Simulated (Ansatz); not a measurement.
**ZrN: checking dH/dP = V**

Computed with DFT PBE, scalar-relativistic, plane waves, PAW (Ansatz). Run with 420 eV cutoff, 16×16×16 k-mesh, Gaussian smearing of 0.10 eV, no spin polarisation.

Starting point, cell and atoms relaxed:

```
Zr N
1.0
     0.00000    2.29730    2.29730
     2.29730    0.00000    2.29730
     2.29730    2.29730    0.00000
Zr N
1 1
Direct
  0.50000 0.50000 0.50000
  0.00000 0.00000 0.00000
```

Cell and atoms were relaxed at each target pressure within the start's symmetry (Fm-3m), at zero temperature; other phases can be more stable under pressure. H = E + PV with P the target; E is the free energy at the smearing used, whose derivative the pressure is, per atom and counted from zero pressure.

A cell with an odd number of electrons and no spin polarisation is a metal by construction and may be lower with spin.

```
P (GPa) V (Å³/atom) E − E0 (meV) H − H0 (meV)
      0       12.124           0.0           0.0
      1       12.076           0.2          75.5
      4       11.937           2.3         300.3
     12       11.605          18.7         887.9
     25       11.151          70.6        1810.5
     50       10.473         226.6        3495.0
     90        9.694         561.4        6006.6
```

**Question.** Thermodynamics gives dH/dP = V along a relaxed path. Integrate V over P by the trapezoid rule and compare with the computed enthalpies.

**Answer.** With 1 eV/Å³ = 160.22 GPa, each step adds the mean volume times ΔP / 160.22:
```tsv
P (GPa)	∫V dP (meV)	H − H0 (meV)	difference (meV)
1	75.5	75.5	0.0
4	300.3	300.3	0.0
12	888.1	887.9	0.2
25	1811.3	1810.5	0.8
50	3498.4	3495.0	3.4
90	6015.8	6006.6	9.1
```

V(P) curves upward, so the trapezoid rule runs high; integrating a smooth curve through the same points puts that excess at about 9.3 meV at 90 GPa, against the 9.1 meV found.

**Question.** At 90 GPa, how much of the enthalpy change is stored energy and how much is the PV term?

**Answer.** E rises by 561 meV/atom and PV is 90 × 9.694 / 160.22 = 5445 meV/atom, so PV makes 91 % of ΔH. So between rival structures at high pressure a small difference in volume can outweigh the difference in energy: 1 % of this volume is worth 54.5 meV/atom at this pressure.

**Question.** What bulk modulus do the lowest pressures give?

**Answer.** From the pressures that the runs reached, -1.03 GPa (12.175 Å³) and 1.01 GPa (12.076 Å³), B = −ΔP/Δln V = 2.04 / 0.0082 = 249 GPa, a mean over that range.